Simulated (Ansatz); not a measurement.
Migration of H in BaO

Computed with DFT PBE, scalar-relativistic, plane waves, PAW in Ansatz. Settings: 420 eV cutoff, 2×2×2 k-mesh, Gaussian smearing of 0.02 eV, collinear spin.

Host crystal, relaxed:

```
CELL_PARAMETERS angstrom
0.00000 2.78700 2.78700
2.78700 0.00000 2.78700
2.78700 2.78700 0.00000
ATOMIC_POSITIONS crystal
Ba 0.00000 0.00000 0.00000
O 0.50000 0.50000 0.50000
```

In a supercell of 16 host sites, interstitial H hops to an equivalent place, moving 2.78 Å between the relaxed ends. Climbing-image nudged elastic band at fixed cell with images 0 (start) to 6 (end), the path measured over all atoms, converged to 0.05 eV/Å; the order of the saddle wasn't checked, and the small cell leaves errors of about a tenth of an eV. Zero-point motion and tunnelling, which matter for H, are left out.

Supercell rows in host cell vectors: -2 0 2; 0 -2 2; 0 0 2. H was set at (0.250, 0.250, 0.250) of the host cell.

At the relaxed start H has 4 Ba at 2.44 Å, 2 O at 2.47 Å, 2 O at 2.48 Å.

Spin-orbit coupling is left out, which matters for the bands and energies of heavy elements. Starting moments were lost in some runs.

(1) How high is the barrier, and where does the atom pass?

Results:

(1) 0.00 eV at image 1, where H has 1 O at 2.20 Å, 2 Ba at 2.41 Å, 1 Ba at 2.42 Å, 1 O at 2.54 Å, 1 Ba at 2.54 Å, 2 O at 2.59 Å. An image lies below the start, so the start isn't the lowest place along this path.

Cost: 1 run of about 57 core-minutes, on Arm Neoverse V1 (shared hosts).